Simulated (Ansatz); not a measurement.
# Ti3Al: a test of stability by relaxation

Aim: for Ti3Al, disturb the structure and relax it again.

Computed with Ansatz 0.2.0 (DFT r2SCAN, scalar-relativistic, plane waves, PAW, unless a step's input says otherwise).

## 1. Starting point

Symmetry: P-6m2, No. 187, hexagonal system. Conventional cell: a = 2.921 Å, b = 2.921 Å, c = 9.201 Å, α = 90.00°, β = 90.00°, γ = 120.00°. Ti (site symmetry -6m2) has 12 Ti at 2.85 to 2.92 Å in its first shell of neighbours. Around Ti (site symmetry 3m) lie 9 Ti at 2.85 to 2.92 Å and 3 Al at 2.86 Å. Al (site symmetry -6m2) is surrounded by 6 Ti at 2.86 Å and 6 Al at 2.92 Å.

As a file:

```xyz
4
Lattice="2.9214 0.0000 0.0000 -1.4607 2.5300 0.0000 0.0000 0.0000 9.2010" Properties=species:S:1:pos:R:3 pbc="T T T"
Ti    1.4607    0.8433    0.0000
Ti    0.0000    1.6867    6.9043
Ti    0.0000    1.6867    2.2967
Al    1.4607    0.8433    4.6005
```

It goes back to an entry of the Materials Project, which need not be the stable form.

This cell was relaxed beforehand with the same method: volume 17.00 Å³/atom, gap on the mesh none (metal).

## 2. The reference: the undisturbed cell on the scan's mesh

Input file input.yaml:

```yaml
crystal:
  lattice:
    - [2.9214297642, 0.0, 0.0]
    - [-1.4607148821, 2.5300323912, 0.0]
    - [0.0, 0.0, 9.2010097397]
  atoms:
    - { symbol: Ti, position: [0.6666666667, 0.3333333333, 0.0] }
    - { symbol: Ti, position: [0.3333333333, 0.6666666667, 0.7503852016] }
    - { symbol: Ti, position: [0.3333333333, 0.6666666667, 0.2496147984] }
    - { symbol: Al, position: [0.6666666667, 0.3333333333, 0.5] }
basis:
  ecutwfc: 500
kpoints:
  mp_grid: { grid: [12, 12, 4] }
hamiltonian:
  xc: r2scan
scf:
  occupations: { method: gaussian, width: 0.15 }
output:
  forces: true
  stress: true
  eigenvalues: true
```

The run is started by

```console
$ ansatz run input.yaml --threads 2 --pin off --max-ram 5120MiB --backend cpu --events-out ev --progress --plain --runs-dir out
```

The session goes on with these runs: the disturbed cell, one point; relaxation of the disturbed structure.

Before running it: what results should come out? Wanted: end of the relaxation, from the reference; final space group; volume change.

The runs gave:

| quantity | value |
| --- | --- |
| cost of the disturbance | 55.1 meV/atom |
| end of the relaxation, from the reference | +0.0 meV/atom |
| final space group | P-6m2 (tolerance 0.05 Å; reference P-6m2) |
| volume change | +0.00 % |

In words: The relaxation returns to the undisturbed structure, within 1.5 meV/atom: a sign of a true local minimum against this disturbance.
